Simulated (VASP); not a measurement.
# MoH6 (P-3m1) in VASP: further runs

One crystal, MoH6, is run at these levels: PBE; tasks: single point.

Everything below comes from runs of VASP 6.6.1. Logs are shortened: lines on timing, memory, paths and dates and some standing lists are left out, and cuts for length are marked.

## Step 1: Starting point

It takes space group P-3m1 (No. 164, trigonal). The conventional cell has a = 2.831 Å, b = 2.831 Å, c = 21.439 Å, α = 90.00°, β = 90.00°, γ = 120.00°. H (site symmetry 3m) has 3 Mo at 1.93 Å as nearest neighbours. Around H (site symmetry 3m) lie 1 H at 0.75 Å. H (site symmetry 3m) has 1 H at 0.75 Å as nearest neighbours. H (site symmetry 3m) is surrounded by 1 H at 0.75 Å. H (site symmetry 3m) has 1 H at 0.75 Å as nearest neighbours. H (site symmetry 3m) is surrounded by 1 H at 0.75 Å. Mo (site symmetry 3m) has 3 H at 1.93 Å as nearest neighbours.

The cell was built by a generator and needn't be a form met in nature.

## Step 2: Single point, PBE

INCAR

```
SYSTEM = MoH6
PREC     = Accurate       ! precision mode
ENCUT    = 520            ! plane-wave cutoff, eV
EDIFF    = 1E-6           ! SCF threshold, eV
ISMEAR   = 0              ! smearing method
SIGMA    = 0.1            ! smearing width, eV
LREAL    = .FALSE.        ! projectors in reciprocal space
LASPH    = .TRUE.         ! aspherical terms in the spheres
NELM     = 120            ! most SCF steps
ALGO     = Normal         ! electronic algorithm
ISIF     = 2              ! what is computed and relaxed
LWAVE    = .FALSE.        ! write WAVECAR
LCHARG   = .FALSE.        ! write CHGCAR
GGA      = PE             ! functional
KPAR     = 2
```

KPOINTS

```
regular mesh
0
G
  12 12 2
  0 0 0
```

POSCAR

```
MoH6
1.0
    2.8310600000      0.0000000000      0.0000000000
   -1.4155300000      2.4517700000      0.0000000000
    0.0000000000      0.0000000000     21.4389600000
H Mo
12 2
Direct
    0.0000000000      0.0000000000      0.8983480000
    0.0000000000      0.0000000000      0.1016520000
    0.6666670000      0.3333330000      0.6442640000
    0.6666670000      0.3333330000      0.6094090000
    0.3333330000      0.6666670000      0.7726830000
    0.3333330000      0.6666670000      0.7378140000
    0.0000000000      0.0000000000      0.4825710000
    0.0000000000      0.0000000000      0.5174290000
    0.6666670000      0.3333330000      0.2273170000
    0.6666670000      0.3333330000      0.2621860000
    0.3333330000      0.6666670000      0.3557360000
    0.3333330000      0.6666670000      0.3905910000
    0.6666670000      0.3333330000      0.9465230000
    0.3333330000      0.6666670000      0.0534770000
```

Potentials or basis: VASP PAW PBE potentials, release 64 (H, Mo_sv).

Command:

```
$ cat potpaw_PBE.64/H/POTCAR potpaw_PBE.64/Mo_sv/POTCAR > POTCAR
$ mpirun -np 2 vasp_std > vasp.out
```

OUTCAR:

```text
SYSTEM = MoH6
   PREC = Accurate
   ENCUT = 520
   EDIFF = 1E-6
   ISMEAR = 0
   LREAL = .FALSE.
   LASPH = .TRUE.
   NELM = 120
   ISIF = 2
   GGA = PE

 ion  position               nearest neighbor table
   1  0.000  0.000  0.898-  13 1.93  13 1.93  13 1.93
   2  0.000  0.000  0.102-  14 1.93  14 1.93  14 1.93
   3  0.667  0.333  0.644-   4 0.75
   4  0.667  0.333  0.609-   3 0.75
   5  0.333  0.667  0.773-   6 0.75
   6  0.333  0.667  0.738-   5 0.75
   7  0.000  0.000  0.483-   8 0.75
   8  0.000  0.000  0.517-   7 0.75
   9  0.667  0.333  0.227-  10 0.75
  10  0.667  0.333  0.262-   9 0.75
  11  0.333  0.667  0.356-  12 0.75
  12  0.333  0.667  0.391-  11 0.75
  13  0.667  0.333  0.947-   1 1.93   1 1.93   1 1.93  14 2.82  14 2.82  14 2.82
  14  0.333  0.667  0.053-   2 1.93   2 1.93   2 1.93  13 2.82  13 2.82  13 2.82

  LATTYP: Found a hexagonal cell.
 ALAT       =     2.8310600000
 C/A-ratio  =     7.5727677972

  Lattice vectors:

 A1 = (   2.8310600000,   0.0000000000,   0.0000000000)
 A2 = (  -1.4155300000,   2.4517700000,   0.0000000000)
 A3 = (   0.0000000000,   0.0000000000,  21.4389600000)

Analysis of symmetry for initial positions (statically):
=====================================================================
 Subroutine PRICEL returns:
 Original cell was already a primitive cell.

 Routine SETGRP: Setting up the symmetry group for a
 hexagonal supercell.

 Subroutine GETGRP returns: Found 12 space group operations
 (whereof 12 operations were pure point group operations)
 out of a pool of 24 trial point group operations.

The static configuration has the point symmetry D_3d.

Analysis of symmetry for dynamics (positions and initial velocities):
=====================================================================
 Subroutine PRICEL returns:
 Original cell was already a primitive cell.

 Routine SETGRP: Setting up the symmetry group for a
 hexagonal supercell.

 Subroutine GETGRP returns: Found 12 space group operations
 (whereof 12 operations were pure point group operations)
 out of a pool of 24 trial point group operations.

The dynamic configuration has the point symmetry D_3d.

 Subroutine INISYM returns: Found 12 space group operations
[... 119 lines left out ...]
   ENCUT  =  520.0 eV  38.22 Ry    6.18 a.u.   5.26  5.26 39.86*2*pi/ulx,y,z
   NELM   =    120;   NELMIN=  2; NELMDL= -5     # of ELM steps
   EDIFF  = 0.1E-05   stopping-criterion for ELM
   LREAL  =      F    real-space projection
[... 7 lines left out ...]
   TEBEG  =    0.0;   TEEND  =   0.0 temperature during run
   PSTRESS=    0.0 pullay stress
   NELECT =      40.0000    total number of electrons
   NUPDOWN=      -1.0000    fix difference up-down
   EMIN   =  10.00;   EMAX   =-10.00  energy-range for DOS
   EFERMI =   0.00;   METHOD = LEGACY
   ISMEAR =     0;   SIGMA  =   0.10  broadening in eV -4-tet -1-fermi 0-gaus
   EFERMI_NEDOS =   21; number of points for ismear=-14 and -15
   IALGO  =     38    algorithm
   IMIX   =      4    mixing-type and parameters
     AMIX     =   0.40;   BMIX     =  1.00
     AMIX_MAG =   1.60;   BMIX_MAG =  1.00
  volume/ion in A,a.u.               =      10.63        71.73
  Fermi-wavevector in a.u.,A,eV,Ry     =   1.056535  1.996562 15.187731  1.116267
  Thomas-Fermi vector in A             =   2.191775
   LORBIT       =      0    0 simple, 1 ext, 2 COOP (PROOUT), +10 PAW based schemes
   GGA     = PE    functional components
   LHFCALC =     F    Hartree Fock is set to
   AEXX    =    0.0000 exact exchange contribution
   IVDW    =     0    specifies the selected vdW correction
   LEPSILON=     F    determine dielectric tensor
   LRPA    =     F    only Hartree local field effects (RPA)
 non-spin polarized calculation
 Gauss-broadening in eV      SIGMA  =   0.10
  energy-cutoff  :      520.00
  volume of cell :      148.81
 maximum number of plane-waves:      4052
 NGX is ok and might be reduce to    24
   NGX = 11   NGY = 11   NGZ = 79

 number of electron      40.0000009 magnetization

 Free energy of the ion-electron system (eV)
  ---------------------------------------------------
  ext. energy  EPLUGINS =         0.00000000
  ---------------------------------------------------
  free energy    TOTEN  =       -61.38597685 eV

  energy without entropy =      -61.37411261  energy(sigma->0) =      -61.38004473

 E-fermi :  -0.0890     XC(G=0):  -7.4904

 val. band max:       -0.1144622384   @ k =   0.4167   0.0000   0.0000
 cond. band min:      -0.0592482130   @ k =   0.1667   0.0000   0.0000
 fundamental gap:      0.0552140254
 Fermi energy:        -0.0890224036

 k-point     1 :       0.0000    0.0000    0.0000
  band No.  band energies     occupation
      1     -60.9596      2.00000
      2     -60.8429      2.00000
      3     -35.3674      2.00000
      4     -34.7081      2.00000
      5     -34.4653      2.00000
      6     -34.4653      2.00000
[... 733 lines left out ...]
     27       5.3691      0.00000
     28       5.7042      0.00000

 [... further k-points ...]
[... 5 lines left out ...]
  --------------------------------------------------------------------------------------
  -------------------------------------------------------------------------------------
  Total       -0.0174846     -0.0174846      0.0243489      0.0000000      0.0000000     -0.0000000
  in kB       -0.1882500     -0.1882500      0.2621542      0.0000000      0.0000000     -0.0000000
  external PRESSURE =      -0.0381152 kB  Pullay stress =       0.0000000 kB

 VOLUME and BASIS-vectors are now :
 -----------------------------------------------------------------------------
  energy-cutoff  :      520.00
  volume of cell :      148.81
      direct lattice vectors                 reciprocal lattice vectors
     2.831060000  0.000000000  0.000000000     0.353224587  0.203934301  0.000000000
    -1.415530000  2.451770000  0.000000000     0.000000000  0.407868601  0.000000000
     0.000000000  0.000000000 21.438960000     0.000000000  0.000000000  0.046644054

 POSITION                                       TOTAL-FORCE (eV/Angst)
 -----------------------------------------------------------------------------------
      0.00000      0.00000     19.25965         0.000000      0.000000      0.000583
      0.00000      0.00000      2.17931        -0.000000     -0.000000     -0.000583
      1.41553      0.81726     13.81235         0.000000      0.000000      0.000540
      1.41553      0.81726     13.06510        -0.000000      0.000000      0.002101
     -0.00000      1.63451     16.56552        -0.000000      0.000000      0.001605
     -0.00000      1.63451     15.81796         0.000000     -0.000000      0.006445
      0.00000      0.00000     10.34582         0.000000     -0.000000      0.003141
      0.00000      0.00000     11.09314         0.000000      0.000000     -0.003141
      1.41553      0.81726      4.87344         0.000000     -0.000000     -0.001605
      1.41553      0.81726      5.62100        -0.000000      0.000000     -0.006445
     -0.00000      1.63451      7.62661         0.000000     -0.000000     -0.000540
     -0.00000      1.63451      8.37386         0.000000      0.000000     -0.002101
      1.41553      0.81726     20.29247        -0.000000      0.000000      0.002945
     -0.00000      1.63451      1.14649         0.000000     -0.000000     -0.002945
 -----------------------------------------------------------------------------------
    total drift:                                0.000000     -0.000000      0.000000

  FREE ENERGIE OF THE ION-ELECTRON SYSTEM (eV)
  ---------------------------------------------------
  free  energy   TOTEN  =       -61.3859768528 eV

  energy  without entropy=      -61.3741126099  energy(sigma->0) =      -61.38004473
```

OSZICAR:

```text
N       E                     dE             d eps       ncg     rms          rms(c)
DAV:   1     0.274062814385E+03    0.27406E+03   -0.22269E+04  2472   0.125E+03
DAV:   2    -0.548360607503E+02   -0.32890E+03   -0.32185E+03  2568   0.324E+02
DAV:   3    -0.660520723375E+02   -0.11216E+02   -0.11054E+02  2780   0.589E+01
DAV:   4    -0.661651919314E+02   -0.11312E+00   -0.11284E+00  2724   0.567E+00
DAV:   5    -0.661664413346E+02   -0.12494E-02   -0.12485E-02  2632   0.564E-01    0.239E+01
DAV:   6    -0.625388164874E+02    0.36276E+01   -0.48445E+00  2476   0.136E+01    0.793E+00
DAV:   7    -0.615093133863E+02    0.10295E+01   -0.15635E+00  2332   0.631E+00    0.228E+00
DAV:   8    -0.613791193330E+02    0.13019E+00   -0.32279E-01  2448   0.245E+00    0.463E-01
DAV:   9    -0.613839734726E+02   -0.48541E-02   -0.56755E-03  2560   0.476E-01    0.216E-01
DAV:  10    -0.613861798410E+02   -0.22064E-02   -0.28616E-03  2420   0.345E-01    0.403E-02
DAV:  11    -0.613861315076E+02    0.48333E-04   -0.82378E-04  2724   0.158E-01    0.243E-02
DAV:  12    -0.613860387432E+02    0.92764E-04   -0.15957E-04  2920   0.846E-02    0.140E-02
DAV:  13    -0.613859803046E+02    0.58439E-04   -0.81168E-05  2576   0.615E-02    0.638E-03
DAV:  14    -0.613859734701E+02    0.68345E-05   -0.60983E-05  2416   0.419E-02    0.357E-03
DAV:  15    -0.613859761034E+02   -0.26333E-05   -0.18182E-05  2412   0.176E-02    0.212E-03
DAV:  16    -0.613859768528E+02   -0.74938E-06   -0.10079E-06  1676   0.437E-03
   1 F= -.61385977E+02 E0= -.61380045E+02  d E =-.118642E-01
```

Wall time 2.1 min (2 MPI ranks of Intel Xeon Platinum 8259CL at 2.50GHz (Skylake/Cascade Lake), shared host); peak memory 0.35 GiB.

What came out:

| Item | Value |
| --- | --- |
| Free energy | -61.3860 eV |
| Pressure | 0.0 GPa |
| Largest force | 0.006 eV/Å |
| Band gap on the k mesh | none (metal or under the smearing width) |

Forces on the atoms (eV/Å):
```
H    0.000  0.000  0.001
H    0.000  0.000 -0.001
H    0.000  0.000  0.001
H    0.000  0.000  0.002
H    0.000  0.000  0.002
H    0.000  0.000  0.006
H    0.000  0.000  0.003
H    0.000  0.000 -0.003
H    0.000  0.000 -0.002
H    0.000  0.000 -0.006
H    0.000  0.000 -0.001
H    0.000  0.000 -0.002
Mo   0.000  0.000  0.003
Mo   0.000  0.000 -0.003
```

Levels at points of the mesh, in eV from the Fermi level:
```csv
k point,band 16,band 17,band 18,band 19,band 20,band 21,band 22,band 23,band 24,band 25
"(0.00, 0.00, 0.00)",-2.72,-1.86,-1.07,-0.76,-0.76,-0.59,-0.59,1.70,1.70,2.76
"(0.50, 0.00, 0.00)",-4.16,-2.32,-1.31,-0.51,-0.09,2.33,2.48,2.81,3.91,4.10
"(0.00, 0.00, 0.50)",-2.72,-1.86,-1.07,-0.76,-0.76,-0.59,-0.59,1.70,1.70,2.76
"(0.50, 0.00, 0.50)",-4.16,-2.32,-1.31,-0.51,-0.09,2.33,2.48,2.81,3.91,4.10
```

## Step 3: Single point, PBE, collinear spin, ferromagnetic start

INCAR: that of step 2 with these lines changed.

```diff
@@ -8,3 +8,3 @@
 LASPH    = .TRUE.         ! aspherical terms in the spheres
-NELM     = 120            ! most SCF steps
+NELM     = 150            ! most SCF steps
 ALGO     = Normal         ! electronic algorithm
@@ -13,2 +13,6 @@
 LCHARG   = .FALSE.        ! write CHGCAR
+ISPIN    = 2              ! spin polarisation
+MAGMOM   = 0 0 0 0 0 0 0 0 0 0 0 0 1.5 1.5 ! initial moments
+LORBIT   = 11             ! projections on sites
+LMAXMIX  = 4              ! l up to which the mixer works
 GGA      = PE             ! functional
```

KPOINTS is that of step 2.

POSCAR is that of step 2.

Potentials or basis: VASP PAW PBE potentials, release 64 (H, Mo_sv).

Command:

```
$ cat potpaw_PBE.64/H/POTCAR potpaw_PBE.64/Mo_sv/POTCAR > POTCAR
$ mpirun -np 2 vasp_std > vasp.out
```

It took 5.8 min on 2 MPI ranks of Intel Xeon Platinum 8259CL at 2.50GHz (Skylake/Cascade Lake), shared host; peak memory 0.51 GiB.

It converged, with:

- Free energy: -61.3860 eV
- Pressure: 0.0 GPa
- Largest force: 0.006 eV/Å
- Band gap on the k mesh: none (metal or under the smearing width)
- Net moment: 0.00 μB per cell
- Valence electrons inside the program's atomic spheres: H 0.57, 0.64; Mo 12.42

Forces on the atoms (eV/Å):
```
H    0.000  0.000  0.001
H    0.000  0.000 -0.001
H    0.000  0.000  0.001
H    0.000  0.000  0.002
H    0.000  0.000  0.001
H    0.000  0.000  0.006
H    0.000  0.000  0.003
H    0.000  0.000 -0.003
H    0.000  0.000 -0.001
H    0.000  0.000 -0.006
H    0.000  0.000 -0.001
H    0.000  0.000 -0.002
Mo   0.000  0.000  0.003
Mo   0.000  0.000 -0.003
```

Levels at points of the mesh, in eV from the Fermi level:
Spin up:
| k point | band 17 | band 18 | band 19 | band 20 | band 21 | band 22 | band 23 | band 24 |
| --- | --- | --- | --- | --- | --- | --- | --- | --- |
| (0.00, 0.00, 0.00) | -1.86 | -1.07 | -0.76 | -0.76 | -0.59 | -0.59 | 1.70 | 1.70 |
| (0.50, 0.00, 0.00) | -2.32 | -1.31 | -0.51 | -0.09 | 2.33 | 2.48 | 2.81 | 3.91 |
| (0.00, 0.00, 0.50) | -1.86 | -1.07 | -0.76 | -0.76 | -0.59 | -0.59 | 1.70 | 1.70 |
| (0.50, 0.00, 0.50) | -2.32 | -1.31 | -0.51 | -0.09 | 2.33 | 2.48 | 2.81 | 3.91 |
Spin down:
| k point | band 17 | band 18 | band 19 | band 20 | band 21 | band 22 | band 23 | band 24 |
| --- | --- | --- | --- | --- | --- | --- | --- | --- |
| (0.00, 0.00, 0.00) | -1.86 | -1.07 | -0.76 | -0.76 | -0.59 | -0.59 | 1.70 | 1.70 |
| (0.50, 0.00, 0.00) | -2.32 | -1.31 | -0.51 | -0.09 | 2.33 | 2.48 | 2.81 | 3.91 |
| (0.00, 0.00, 0.50) | -1.86 | -1.07 | -0.76 | -0.76 | -0.59 | -0.59 | 1.70 | 1.70 |
| (0.50, 0.00, 0.50) | -2.32 | -1.31 | -0.51 | -0.09 | 2.33 | 2.48 | 2.81 | 3.91 |
